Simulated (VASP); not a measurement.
# Mg (P6_3/mmc) in VASP: further runs

The runs below take Mg through relaxation of cell and atoms, electrostatic potential, with PBE+D3(BJ).

Program: VASP 6.6.1. These are calculated values, not measurements. Logs are shortened: lines on timing, memory, paths and dates and some standing lists are left out, and cuts for length are marked.

**1. The crystal as given**

It takes space group P6_3/mmc (No. 194, hexagonal). The conventional cell has a = 3.180 Å, b = 3.180 Å, c = 5.160 Å, α = 90.00°, β = 90.00°, γ = 120.00°. Mg (site symmetry -6m2) is surrounded by 12 Mg at 3.17 to 3.18 Å.

The cell was built by a generator and needn't be a form met in nature.

**2. Relaxation of cell and atoms, PBE+D3(BJ)**

INCAR

```
SYSTEM = Mg
PREC     = Accurate       ! precision mode
ENCUT    = 600            ! plane-wave cutoff, eV
EDIFF    = 1E-6           ! SCF threshold, eV
ISMEAR   = 1              ! smearing method
SIGMA    = 0.1            ! smearing width, eV
LREAL    = .False.        ! projectors in reciprocal space
LASPH    = .True.         ! aspherical terms in the spheres
NELM     = 120            ! most SCF steps
ALGO     = Fast           ! electronic algorithm
ISIF     = 3              ! what is computed and relaxed
LWAVE    = .False.        ! write WAVECAR
LCHARG   = .False.        ! write CHGCAR
GGA      = PE             ! functional
IVDW     = 12             ! dispersion correction
IBRION   = 2              ! ionic algorithm
NSW      = 60             ! ionic steps
EDIFFG   = -0.005         ! ionic threshold
```

KPOINTS

```
Automatic mesh
0
Gamma
  16 16 8
  0 0 0
```

POSCAR

```
Mg
1.0
    3.1800000000      0.0000000000      0.0000000000
   -1.5900000000      2.7539607800      0.0000000000
    0.0000000000      0.0000000000      5.1600000000
Mg
2
Direct
    0.3333333300      0.6666666700      0.2500000000
    0.6666666700      0.3333333300      0.7500000000
```

Potentials or basis: VASP PAW PBE potentials, release 64 (Mg).

The run is started by

```
> cat potpaw_PBE.64/Mg/POTCAR > POTCAR
> mpirun -np 1 vasp_std > vasp.out
```

OUTCAR:

```text
SYSTEM = Mg
   PREC = Accurate
   ENCUT = 600
   EDIFF = 1E-6
   ISMEAR = 1
   LREAL = .False.
   LASPH = .True.
   NELM = 120
   ISIF = 3
   GGA = PE
   IVDW = 12
   IBRION = 2
   NSW = 60
   EDIFFG = -0.005
 IVDW          = 12

 ion  position               nearest neighbor table
   1  0.333  0.667  0.250-   2 3.17   2 3.17   2 3.17   2 3.17   2 3.17   2 3.17
   2  0.667  0.333  0.750-   1 3.17   1 3.17   1 3.17   1 3.17   1 3.17   1 3.17

  LATTYP: Found a hexagonal cell.
 ALAT       =     3.1800000000
 C/A-ratio  =     1.6226415094

  Lattice vectors:

 A1 = (   3.1800000000,   0.0000000000,   0.0000000000)
 A2 = (  -1.5900000000,   2.7539607800,   0.0000000000)
 A3 = (   0.0000000000,   0.0000000000,   5.1600000000)

Analysis of symmetry for initial positions (statically):
=====================================================================
 Subroutine PRICEL returns:
 Original cell was already a primitive cell.

 Routine SETGRP: Setting up the symmetry group for a
 hexagonal supercell.

 Subroutine GETGRP returns: Found 24 space group operations
 (whereof 12 operations were pure point group operations)
 out of a pool of 24 trial point group operations.

The static configuration has the point symmetry D_3d.
 The point group associated with its full space group is D_6h.

Analysis of symmetry for dynamics (positions and initial velocities):
=====================================================================
 Subroutine PRICEL returns:
 Original cell was already a primitive cell.

 Routine SETGRP: Setting up the symmetry group for a
 hexagonal supercell.

 Subroutine GETGRP returns: Found 24 space group operations
 (whereof 12 operations were pure point group operations)
 out of a pool of 24 trial point group operations.

The dynamic configuration has the point symmetry D_3d.
 The point group associated with its full space group is D_6h.

 Subroutine INISYM returns: Found 24 space group operations
 (whereof 12 operations are pure point group operations),
 and found     1 'primitive' translations

----------------------------------------------------------------------------------------

                                     Primitive cell

  volume of cell :      45.1892

  direct lattice vectors                    reciprocal lattice vectors
     3.180000000  0.000000000  0.000000000     0.314465409  0.181556689  0.000000000
    -1.590000000  2.753960780  0.000000000     0.000000000  0.363113377  0.000000000
     0.000000000  0.000000000  5.160000000     0.000000000  0.000000000  0.193798450

  length of vectors
     3.180000000  3.179999997  5.160000000     0.363113377  0.363113377  0.193798450

[... 73 lines left out ...]
   ICHARG =      2    charge: 1-file 2-atom 10-const
   ISPIN  =      1    spin polarized calculation?
   LNONCOLLINEAR =      F non collinear calculations
   LSORBIT =      F    spin-orbit coupling
   LASPH  =      T    aspherical Exc in radial PAW
   ENCUT  =  600.0 eV  44.10 Ry    6.64 a.u.   6.35  6.35 10.31*2*pi/ulx,y,z
   NELM   =    120;   NELMIN=  2; NELMDL= -5     # of ELM steps
   EDIFF  = 0.1E-05   stopping-criterion for ELM
   LREAL  =      F    real-space projection
   EDIFFG = -.5E-02   stopping-criterion for IOM
   NSW    =     60    number of steps for IOM
   IBRION =      2    ionic relax: 0-MD 1-quasi-New 2-CG
   NFREE  =      1    steps in history (QN), initial steepest desc. (CG)
   ISIF   =      3    stress and relaxation
   ISYM   =      2    0-nonsym 1-usesym 2-fastsym
   POTIM  = 0.5000    time-step for ionic-motion
   TEBEG  =    0.0;   TEEND  =   0.0 temperature during run
   PSTRESS=    0.0 pullay stress
   NELECT =       4.0000    total number of electrons
   NUPDOWN=      -1.0000    fix difference up-down
   EMIN   =  10.00;   EMAX   =-10.00  energy-range for DOS
   EFERMI =   0.00;   METHOD = LEGACY
   ISMEAR =     1;   SIGMA  =   0.10  broadening in eV -4-tet -1-fermi 0-gaus
   EFERMI_NEDOS =   21; number of points for ismear=-14 and -15
   IALGO  =     68    algorithm
   IMIX   =      4    mixing-type and parameters
     AMIX     =   0.40;   BMIX     =  1.00
     AMIX_MAG =   1.60;   BMIX_MAG =  1.00
  volume/ion in A,a.u.               =      22.59       152.48
  Fermi-wavevector in a.u.,A,eV,Ry     =   0.729597  1.378739  7.242550  0.532312
  Thomas-Fermi vector in A             =   1.821359
   LORBIT       =      0    0 simple, 1 ext, 2 COOP (PROOUT), +10 PAW based schemes
   GGA     = PE    functional components
   LHFCALC =     F    Hartree Fock is set to
   AEXX    =    0.0000 exact exchange contribution
   IVDW    =    12    specifies the selected vdW correction
   LEPSILON=     F    determine dielectric tensor
   LRPA    =     F    only Hartree local field effects (RPA)
 conjugate gradient relaxation of ions
 non-spin polarized calculation
 RMM-DIIS sequential band-by-band and
 Methfessel and Paxton  Order N= 1 SIGMA  =   0.10
  energy-cutoff  :      600.00
  volume of cell :       45.19
 maximum number of plane-waves:      1528
 NGX is ok and might be reduce to    28
   NGX = 13   NGY = 13   NGZ = 21

--------------------------------------- Ionic step        1  -------------------------------------------

 number of electron       4.0000000 magnetization

 Free energy of the ion-electron system (eV)
  ---------------------------------------------------
  ext. energy  EPLUGINS =         0.00000000
  ---------------------------------------------------
  free energy    TOTEN  =        -3.00738146 eV

  energy without entropy =       -3.00722478  energy(sigma->0) =       -3.00732923

------------------------ aborting loop because EDIFF is reached ----------------------------------------

 Edisp (eV)   -0.57601

 E8    (eV) :    -0.2525
[... 231 lines left out ...]
--------------------------------------- Ionic step        7  -------------------------------------------

 number of electron       4.0000000 magnetization

 Free energy of the ion-electron system (eV)
  ---------------------------------------------------
  ext. energy  EPLUGINS =         0.00000000
  ---------------------------------------------------
  free energy    TOTEN  =        -2.99184040 eV

  energy without entropy =       -2.99150577  energy(sigma->0) =       -2.99172886

 E-fermi :   2.9628     XC(G=0):  -8.6762

 val. band max:        2.9592674426   @ k =   0.3125   0.3125   0.2500
 cond. band min:       2.9683784144   @ k =   0.4375  -0.0000   0.2500
 fundamental gap:      0.0091109718
 Fermi energy:         2.9627914269

 k-point     1 :       0.0000    0.0000    0.0000
  band No.  band energies     occupation
      1      -4.2407      2.00000
      2       1.2189      2.00000
      3       1.7994      2.00000
      4      14.1363      0.00000
      5      14.1363      0.00000
      6      14.3514      0.00000
[... 199 lines left out ...]
 k-point    24 :       0.2500    0.1875    0.0000
  band No.  band energies     occupation
      1      -1.3436      2.00000
      2       3.8948     -0.00000
      3       3.9976     -0.00000
      4       5.0799      0.00000
      5       6.3325      0.00000
      6       9.6881      0.00000

 [... further k-points ...]

------------------------ aborting loop because EDIFF is reached ----------------------------------------

 Edisp (eV)   -0.60157

 E8    (eV) :    -0.2635
[... 25 lines left out ...]
  FREE ENERGIE OF THE ION-ELECTRON SYSTEM (eV)
  ---------------------------------------------------
  free  energy   TOTEN  =        -3.5934098603 eV

  energy  without entropy=       -3.5930752236  energy(sigma->0) =       -3.59329831

 reached required accuracy - stopping structural energy minimisation
```

OSZICAR:

```text
N       E                     dE             d eps       ncg     rms          rms(c)
DAV:   1     0.599788852123E+00    0.59979E+00   -0.14056E+03  1800   0.528E+02
DAV:   2    -0.299205525877E+01   -0.35918E+01   -0.33904E+01  2388   0.313E+01
DAV:   3    -0.302101765393E+01   -0.28962E-01   -0.28937E-01  2622   0.365E+00
[... 30 lines left out ...]
RMM:   3    -0.299185067673E+01    0.12004E-05   -0.10787E-06  1238   0.762E-03    0.184E-04
RMM:   4    -0.299185068149E+01   -0.47577E-08   -0.77148E-08   942   0.231E-03
   6 F= -.35934046E+01 E0= -.35932965E+01  d E =-.150295E-03
       N       E                     dE             d eps       ncg     rms          rms(c)
DAV:   1    -0.299184048972E+01    0.10187E-04   -0.55424E-05  2418   0.407E-02    0.305E-03
RMM:   2    -0.299184040491E+01    0.84811E-07   -0.25371E-07  1046   0.411E-03
   7 F= -.35934099E+01 E0= -.35932983E+01  d E =-.155594E-03
```

CONTCAR:

```text
Mg
   1.00000000000000
     3.1434354117092385   -0.0000000000000000   -0.0000000000000000
    -1.5717177058546192    2.7222949178011291    0.0000000000000000
     0.0000000000000000    0.0000000000000000    5.0566718957114123
  Mg
     2
Direct
     0.3333333300000021    0.6666666699999979    0.2500000000000000
     0.6666666699999979    0.3333333300000021    0.7500000000000000

  0.00000000E+00  0.00000000E+00  0.00000000E+00
  0.00000000E+00  0.00000000E+00  0.00000000E+00
```

It took 82 s on 1 thread of Intel Xeon Platinum 8259CL at 2.50GHz (Skylake/Cascade Lake), shared host; peak memory 0.23 GiB.

What came out:

| Item | Value |
| --- | --- |
| Free energy | -3.5934 eV |
| Relaxed volume | 21.64 Å³/atom |
| Relaxed cell | a = 3.143 Å, b = 3.143 Å, c = 5.057 Å, α = 90.00°, β = 90.00°, γ = 120.00° |
| Space group after relaxing (to 0.05 Å) | P6_3/mmc (No. 194) |
| Energy gained by relaxing | 5.0 meV/atom |
| Ionic steps | 7 |
| Pressure after relaxing | 0.0 GPa |
| Band gap on the k mesh | none (metal or under the smearing width) |
| Dispersion energy per atom | -0.301 eV |

Step by step:
```
step  energy change (eV)  largest force (eV/Å)  pressure (GPa)  volume (Å³)
   1              0.0000                0.0000           -1.58        45.19
   2             -0.0093                0.0000           -0.40        43.75
   3             -0.0099                0.0000            0.01        43.30
   4             -0.0099                0.0000            0.04        43.27
   5             -0.0100                0.0000            0.04        43.27
   6             -0.0100                0.0000            0.03        43.27
   7             -0.0100                0.0000            0.03        43.27
```

Final structure:
```xyz
2
Lattice="3.1434 0.0000 0.0000 -1.5717 2.7223 0.0000 0.0000 0.0000 5.0567" Properties=species:S:1:pos:R:3 pbc="T T T"
Mg    0.0000    1.8149    1.2642
Mg    1.5717    0.9074    3.7925
```

Levels at points of the mesh, in eV from the Fermi level:
```
           k point  band 1  band 2  band 3  band 4  band 5  band 6
(0.00, 0.00, 0.00)   -7.20   -1.74   -1.16   11.17   11.17   11.39
(0.50, 0.00, 0.00)   -2.28   -2.23    2.75    3.05    3.51    3.87
(0.00, 0.00, 0.50)   -5.74   -5.74    5.35    5.35   11.94   11.94
(0.50, 0.00, 0.50)   -1.19   -1.19   -0.45   -0.45    8.23    8.23
```

Caveat: pairwise dispersion overbinds metals, which lowers pressure and volume.

**3. Electrostatic potential, PBE+D3(BJ)**

This run uses another cell than the first one, of 21.64 Å³/atom, 0.958 times its volume.

INCAR

```
SYSTEM = Mg
PREC = Accurate
ENCUT = 520
EDIFF = 1E-6
ISMEAR = 1
SIGMA = 0.1
LREAL = .False.
LASPH = .True.
NELM = 60
ALGO = Fast
ISIF = 2
LWAVE = .False.
LCHARG = .True.
GGA = PE
IVDW = 12
LVHAR = .True.
```

KPOINTS is that of step 2.

POSCAR

```
Mg                                      
1.0
    3.1434354117     -0.0000000000     -0.0000000000
   -1.5717177059      2.7222949178      0.0000000000
    0.0000000000      0.0000000000      5.0566718957
  Mg            
     2
Direct
     0.3333333300000021    0.6666666699999979    0.2500000000000000
     0.6666666699999979    0.3333333300000021    0.7500000000000000
```

Potentials or basis: VASP PAW PBE potentials, release 64 (Mg).

The run is started by

```
> cat potpaw_PBE.64/Mg/POTCAR > POTCAR
> mpirun -np 1 vasp_std > vasp.out
```

OUTCAR:

```text
SYSTEM = Mg
   PREC = Accurate
   ENCUT = 520
   EDIFF = 1E-6
   ISMEAR = 1
   LREAL = .False.
   LASPH = .True.
   NELM = 60
   ISIF = 2
   GGA = PE
   IVDW = 12
 IVDW          = 12

 ion  position               nearest neighbor table
   1  0.333  0.667  0.250-   2 3.11   2 3.11   2 3.11   2 3.11   2 3.11   2 3.11
   2  0.667  0.333  0.750-   1 3.11   1 3.11   1 3.11   1 3.11   1 3.11   1 3.11

  LATTYP: Found a hexagonal cell.
 ALAT       =     3.1434354117
 C/A-ratio  =     1.6086450757

  Lattice vectors:
[... 410 lines left out ...]

 Edisp (eV)   -0.60157

 E8    (eV) :    -0.2635

  FORCE on cell =-STRESS in cart. coord.  units (eV):
  Direction    XX          YY          ZZ          XY          YZ          ZX
  --------------------------------------------------------------------------------------
  -------------------------------------------------------------------------------------
  Total       0.00957     0.00957     0.00847    -0.00000    -0.00000     0.00000
  in kB       0.35446     0.35446     0.31351    -0.00000    -0.00000     0.00000
  external pressure =        0.34 kB  Pullay stress =        0.00 kB

 VOLUME and BASIS-vectors are now :
 -----------------------------------------------------------------------------
  energy-cutoff  :      520.00
  volume of cell :       43.27
      direct lattice vectors                 reciprocal lattice vectors
     3.143435412  0.000000000  0.000000000     0.318123285  0.183668565  0.000000000
    -1.571717706  2.722294918  0.000000000     0.000000000  0.367337129  0.000000000
     0.000000000  0.000000000  5.056671896     0.000000000  0.000000000  0.197758530

 POSITION                                       TOTAL-FORCE (eV/Angst)
 -----------------------------------------------------------------------------------
     -0.00000      1.81486      1.26417         0.000000      0.000000      0.000000
      1.57172      0.90743      3.79250        -0.000000      0.000000      0.000000
 -----------------------------------------------------------------------------------
    total drift:                                0.000000     -0.000000      0.000000

  FREE ENERGIE OF THE ION-ELECTRON SYSTEM (eV)
  ---------------------------------------------------
  free  energy   TOTEN  =        -3.5932768104 eV

  energy  without entropy=       -3.5929423031  energy(sigma->0) =       -3.59316531
```

stdout:

```text
POSCAR found type information on POSCAR Mg
 POSCAR found :  1 types and       2 ions
 scaLAPACK will be used
 LDA part: xc-table for (Slater+PW92), standard interpolation
 POSCAR, INCAR and KPOINTS ok, starting setup
 FFT: planning ... GRIDC
 FFT: planning ... GRID_SOFT
 FFT: planning ... GRID
 WAVECAR not read
 entering main loop
```

Run time: 15 s. Hardware: 1 thread of Intel Xeon Platinum 8259CL at 2.50GHz (Skylake/Cascade Lake), shared host; peak memory 0.19 GiB.

What came out:

```
Free energy                : -3.5933 eV
Pressure                   : 0.0 GPa
Band gap on the k mesh     : none (metal or under the smearing width)
Dispersion energy per atom : -0.301 eV
```

Caveat: pairwise dispersion overbinds metals, which lowers pressure and volume.
